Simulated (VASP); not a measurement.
Write the native input for VASP 6.6.1 that does the following.

* Task: relaxation of cell and atoms
* Functional: PBE
* Potentials or basis: VASP PAW PBE potentials, release 64 (In_d, Sb)
* Cutoff: 600 eV
* k mesh: 10 × 10 × 10
* Occupations: gaussian, width 0.03 eV
* Spin: no spin polarisation
* Further INCAR settings: ALGO = Normal; EDIFF = 1e-06; IBRION = 2; EDIFFG = -0.01; NSW = 90; ISIF = 3

The structure of InSb lies in POSCAR:

```
InSb
1.0
    0.0000000000      3.2391000000      3.2391000000
    3.2391000000      0.0000000000      3.2391000000
    3.2391000000      3.2391000000      0.0000000000
In Sb
1 1
Direct
    0.0000000000      0.0000000000      0.0000000000
    0.2500000000      0.2500000000      0.2500000000
```

These files were run (other wordings do the same):

INCAR

```
SYSTEM = InSb
PREC     = Accurate       ! precision mode
ENCUT    = 600            ! plane-wave cutoff, eV
EDIFF    = 1E-6           ! SCF threshold, eV
ISMEAR   = 0              ! smearing method
SIGMA    = 0.03           ! smearing width, eV
LREAL    = .FALSE.        ! projectors in reciprocal space
LASPH    = .TRUE.         ! aspherical terms in the spheres
NELM     = 80             ! most SCF steps
ALGO     = Normal         ! electronic algorithm
ISIF     = 3              ! what is computed and relaxed
LWAVE    = .FALSE.        ! write WAVECAR
LCHARG   = .FALSE.        ! write CHGCAR
GGA      = PE             ! functional
IBRION   = 2              ! ionic algorithm
NSW      = 90             ! ionic steps
EDIFFG   = -0.01          ! ionic threshold
```

KPOINTS

```
Automatic mesh
0
G
  10 10 10
  0 0 0
```

Potentials or basis: VASP PAW PBE potentials, release 64 (In_d, Sb).

Run with:

```sh
$ cat potpaw_PBE.64/In_d/POTCAR potpaw_PBE.64/Sb/POTCAR > POTCAR
$ mpirun -np 1 vasp_std > vasp.out
```

Results of the run:

```yaml
Relaxed_volume: 36.49 Å³/atom
Relaxed_cell: a = 4.691 Å, b = 4.691 Å, c = 4.691 Å, α = 60.00°, β = 60.00°, γ = 60.00°
Space_group_after_relaxing_to_0.05_Å: F-43m (No. 216)
Energy_gained_by_relaxing: 23.0 meV/atom
Ionic_steps: 3
Pressure_after_relaxing: 0.0 GPa
Band_gap_on_the_k_mesh: none (metal or under the smearing width)
```

Caveat: this crystal is a semiconductor, whose small gap the functional closes, so the metal is an error of the method.

Run time: 82 s on 1 thread of Intel(R) Xeon(R) 6975P-C (Granite Rapids), on a shared host, peak memory 0.27 GiB.
